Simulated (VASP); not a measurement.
# TiO2 (P4_2/mnm) in VASP: settings compared, part 2 of 2

VASP 6.6.1. Earlier steps stand in the parts before.

**3. Band structure, TPSS**

Contents of INCAR:

```
  PREC = Accurate
  ENCUT = 520
  EDIFF = 1E-6
  ISMEAR = -1
  SIGMA = 0.05
  LREAL = False
  LASPH = True
  NELM = 80
  ALGO = Normal
  ISIF = 2
  LWAVE = False
  LCHARG = False
  LMAXMIX = 4
  METAGGA = TPSS
  LMIXTAU = True
  NBANDS = 33
```

Contents of KPOINTS:

```
regular mesh
0
Gamma
  6 6 9
```

Contents of POSCAR:

```
TiO2
1.0
    4.5998373239      0.0000000000      0.0000000000
    0.0000000000      4.5998373239      0.0000000000
    0.0000000000      0.0000000000      2.9592135600
Ti O
2 4
Direct
    0.0000000000      0.0000000000      0.5000000000
    0.5000000000      0.5000000000      0.0000000000
    0.3043213200      0.3043213200      0.5000000000
    0.1956786800      0.8043213200      0.0000000000
    0.8043213200      0.1956786800      0.0000000000
    0.6956786800      0.6956786800      0.5000000000
```

Contents of KPOINTS_OPT:

```
path GXMGZRAZ,XR,MA
10
line-mode
reciprocal
 0.0000000000  0.0000000000  0.0000000000  G
 0.0000000000  0.5000000000  0.0000000000  X

 0.0000000000  0.5000000000  0.0000000000  X
 0.5000000000  0.5000000000  0.0000000000  M

 0.5000000000  0.5000000000  0.0000000000  M
 0.0000000000  0.0000000000  0.0000000000  G

 0.0000000000  0.0000000000  0.0000000000  G
 0.0000000000  0.0000000000  0.5000000000  Z

 0.0000000000  0.0000000000  0.5000000000  Z
 0.0000000000  0.5000000000  0.5000000000  R

 0.0000000000  0.5000000000  0.5000000000  R
 0.5000000000  0.5000000000  0.5000000000  A

 0.5000000000  0.5000000000  0.5000000000  A
 0.0000000000  0.0000000000  0.5000000000  Z

 0.0000000000  0.5000000000  0.0000000000  X
 0.0000000000  0.5000000000  0.5000000000  R

 0.5000000000  0.5000000000  0.0000000000  M
 0.5000000000  0.5000000000  0.5000000000  A
```

Potentials or basis: VASP PAW PBE potentials, release 64 (Ti_sv, O).

Command:

```bash
cat potpaw_PBE.64/Ti_sv/POTCAR potpaw_PBE.64/O/POTCAR > POTCAR
mpirun -np 1 vasp_std > vasp.out
```

Run time: 10 min. Hardware: 1 thread of Intel Xeon Platinum 8259CL at 2.50GHz (Skylake/Cascade Lake), shared host; peak memory 0.26 GiB.

The run converged. Its results:

| Item | Value |
| --- | --- |
| Free energy | -76.8813 eV |
| Pressure | 4.0 GPa |
| Largest force | 0.061 eV/Å |
| Band gap on the k mesh | 1.95 eV, direct |
| Band gap along the path | 1.95 eV, direct |

Forces in eV/Å, atoms in the order of the input:
```
Ti   0.000  0.000  0.000
Ti   0.000  0.000  0.000
O   -0.043 -0.043  0.000
O    0.043 -0.043  0.000
O   -0.043  0.043  0.000
O    0.043  0.043  0.000
```

Stress tensor (GPa, compression positive):
```
3.72 0.00 0.00
0.00 3.72 0.00
0.00 0.00 4.54
```

Levels at the corners of the path, in eV from the valence-band top:
| point | band 21 | band 22 | band 23 | band 24 | band 25 | band 26 | band 27 | band 28 |
| --- | --- | --- | --- | --- | --- | --- | --- | --- |
| Γ | -0.75 | -0.48 | -0.48 | 0.00 | 1.95 | 2.24 | 2.47 | 2.57 |
| X | -1.70 | -1.70 | -0.77 | -0.77 | 2.62 | 2.62 | 3.10 | 3.10 |
| X | -1.70 | -1.70 | -0.77 | -0.77 | 2.62 | 2.62 | 3.10 | 3.10 |
| M | -1.36 | -1.36 | -1.12 | -1.12 | 1.98 | 1.98 | 2.59 | 2.59 |
| M | -1.36 | -1.36 | -1.12 | -1.12 | 1.98 | 1.98 | 2.59 | 2.59 |
| Γ | -0.75 | -0.48 | -0.48 | 0.00 | 1.95 | 2.24 | 2.47 | 2.57 |
| Γ | -0.75 | -0.48 | -0.48 | 0.00 | 1.95 | 2.24 | 2.47 | 2.57 |
| Z | -2.41 | -2.41 | -1.47 | -1.47 | 3.05 | 3.05 | 3.27 | 3.27 |
| Z | -2.41 | -2.41 | -1.47 | -1.47 | 3.05 | 3.05 | 3.27 | 3.27 |
| R | -2.06 | -2.06 | -1.07 | -1.07 | 1.98 | 1.98 | 3.29 | 3.29 |
| R | -2.06 | -2.06 | -1.07 | -1.07 | 1.98 | 1.98 | 3.29 | 3.29 |
| A | -1.31 | -1.31 | -0.70 | -0.70 | 2.67 | 2.67 | 3.27 | 3.27 |
| A | -1.31 | -1.31 | -0.70 | -0.70 | 2.67 | 2.67 | 3.27 | 3.27 |
| Z | -2.41 | -2.41 | -1.47 | -1.47 | 3.05 | 3.05 | 3.27 | 3.27 |
| X | -1.70 | -1.70 | -0.77 | -0.77 | 2.62 | 2.62 | 3.10 | 3.10 |
| R | -2.06 | -2.06 | -1.07 | -1.07 | 1.98 | 1.98 | 3.29 | 3.29 |
| M | -1.36 | -1.36 | -1.12 | -1.12 | 1.98 | 1.98 | 2.59 | 2.59 |
| A | -1.31 | -1.31 | -0.70 | -0.70 | 2.67 | 2.67 | 3.27 | 3.27 |

Caveat: the PAW data sets were made with another functional, which shifts forces and pressure a little.

**4. Dielectric tensor, PBE**

Contents of INCAR:

```
PREC = Accurate
ENCUT = 280
EDIFF = 1E-8
ISMEAR = 0
SIGMA = 0.01
LREAL = False
LASPH = True
NELM = 100
ALGO = Normal
ISIF = 2
LWAVE = False
LCHARG = False
GGA = PE
LEPSILON = True
```

Contents of KPOINTS:

```
Automatic mesh
0
Gamma
  3 3 4
```

POSCAR is that of step 3.

Potentials or basis: VASP PAW PBE potentials, release 64 (Ti_sv, O).

Command:

```bash
cat potpaw_PBE.64/Ti_sv/POTCAR potpaw_PBE.64/O/POTCAR > POTCAR
mpirun -np 1 vasp_std > vasp.out
```

OUTCAR:

```text
PREC = Accurate
   ENCUT = 280
   EDIFF = 1E-8
   ISMEAR = 0
   LREAL = False
   LASPH = True
   NELM = 100
   ISIF = 2
   GGA = PE
   LEPSILON = True

 Found      9 irreducible k-points:

 Following reciprocal coordinates:
            Coordinates               Weight
  0.000000  0.000000  0.000000      1.000000
  0.333333  0.000000  0.000000      4.000000
  0.333333  0.333333  0.000000      4.000000
  0.000000  0.000000  0.250000      2.000000
  0.333333  0.000000  0.250000      8.000000
  0.333333  0.333333  0.250000      8.000000
   k-points           NKPTS =      9   k-points in BZ     NKDIM =      9   number of bands    NBANDS=     28
   number of dos      NEDOS =    301   number of ions     NIONS =      6
   total plane-waves  NPLWV =  12544
   dimension x,y,z NGX =    28 NGY =   28 NGZ =   16
   dimension x,y,z NGXF=    56 NGYF=   56 NGZF=   32
   ions per type =               2   4
[... 338 lines left out ...]
  --------------------------------------------------------------------------------
  x     0.00000     0.00000     0.00000     0.00000     0.00000     0.00000
  y     0.00000     0.00000     0.00000     0.00000     0.00000     0.00000
  z     0.00000     0.00000     0.00000     0.00000     0.00000     0.00000

 PIEZOELECTRIC TENSOR (including local field effects)  for field in x, y, z        (C/m^2)
          XX          YY          ZZ          XY          YZ          ZX
  --------------------------------------------------------------------------------
  x     0.00000     0.00000     0.00000     0.00000     0.00000     0.00000
  y     0.00000     0.00000     0.00000     0.00000     0.00000     0.00000
  z     0.00000     0.00000     0.00000     0.00000     0.00000     0.00000

 BORN EFFECTIVE CHARGES (including local field effects) (in |e|, cummulative output)
 ---------------------------------------------------------------------------------
 ion    1
    1     6.37985     1.01756     0.00000
    2     1.01756     6.37985     0.00000
    3     0.00000     0.00000     7.94737
 ion    2
    1     6.37985    -1.01756     0.00000
    2    -1.01756     6.37985     0.00000
    3     0.00000     0.00000     7.94737
 ion    3
    1    -3.18992    -1.88213     0.00000
    2    -1.88213    -3.18992     0.00000
    3     0.00000     0.00000    -3.97368
 ion    4
    1    -3.18992     1.88213     0.00000
    2     1.88213    -3.18992     0.00000
    3     0.00000     0.00000    -3.97368
 ion    5
    1    -3.18992     1.88213     0.00000
    2     1.88213    -3.18992     0.00000
    3     0.00000     0.00000    -3.97368
 ion    6
    1    -3.18992    -1.88213     0.00000
    2    -1.88213    -3.18992     0.00000
    3     0.00000     0.00000    -3.97368
```

Wall time 3.8 min (1 thread of AMD EPYC 7R13 (Zen 3), shared host); peak memory 0.12 GiB.

The run converged, but a check on its numbers failed (symmetry, net force, bounds or a known fault of this set-up), so they aren't taken as properties of the crystal.

Caveat: the k mesh is coarse (spacing up to 0.53 Å⁻¹), so the values aren't converged; the cutoff lies under the usual one of these potentials, so the numbers hold a large basis-set error; an odd mesh through Γ misses points on the zone boundary, where band edges often lie.

**5. For comparison**

An earlier run on the cell as given: functional PBEsol; potentials or basis VASP PAW PBE potentials, release 64 (Ti_sv, O); cutoff 520 eV; k mesh 6 × 6 × 9; occupations fermi-dirac, width 0.05 eV; no spin polarisation.

- Pressure: -2.1 GPa
- Largest force: 0.047 eV/Å
- Band gap on the k mesh: 1.80 eV, direct

**6. Overview**

| task | level | ladder | gap on the mesh (eV) | pressure (GPa) | largest force (eV/Å) |
| --- | --- | --- | --- | --- | --- |
| band structure | rSCAN | - | 2.18 | -0.2 | 0.01 |
| band structure | TPSS | - | 1.95 | 4.0 | 0.06 |
| single point | PBEsol | free | 1.80 | -2.1 | 0.05 |

Alike in all rows: potentials or basis VASP PAW PBE potentials, release 64 (Ti_sv, O); no spin polarisation; cell as given; k mesh 6 × 6 × 9; cutoff (eV) 520; smearing fermi-dirac 0.05 eV.

On the cell as given the gap runs from 1.80 eV (PBEsol) to 2.18 eV (rSCAN). The pressure there spans -2.1 GPa (PBEsol) to 4.0 GPa (TPSS); a positive pressure means that this level wants a larger cell, a negative one a smaller.

Caveats: the PAW data sets were made with another functional, which shifts forces and pressure a little; an odd mesh through Γ misses points on the zone boundary, where band edges often lie (some runs).

Absolute energies hang on the potentials; compare differences alone.

**7. Comparison with measurements**

Step 2. Measured gap of TiO2: 3.03 eV (direct; 1.6 K; quoted in “Shallow Valence Band of Rutile GeO2 and P-type Doping”, 2020, arxiv:2011.08928). This calculation gives 2.18 eV (-0.85 eV). 2 values of this kind are on record in papers (3.03 to 3.05 eV); this one was drawn at random among those near their median. The value is that of rSCAN, without temperature or zero-point motion. The cell is a database's relaxed one, not the measured one, which moves gaps too.

Step 3. Measured gap of TiO2: 3.03 eV (direct; 1.6 K; quoted in “Shallow Valence Band of Rutile GeO2 and P-type Doping”, 2020, arxiv:2011.08928). This calculation gives 1.95 eV (-1.08 eV). 2 values of this kind are on record in papers (3.03 to 3.05 eV); this one was drawn at random among those near their median. The value is that of TPSS, without temperature or zero-point motion. The cell is a database's relaxed one, not the measured one, which moves gaps too.
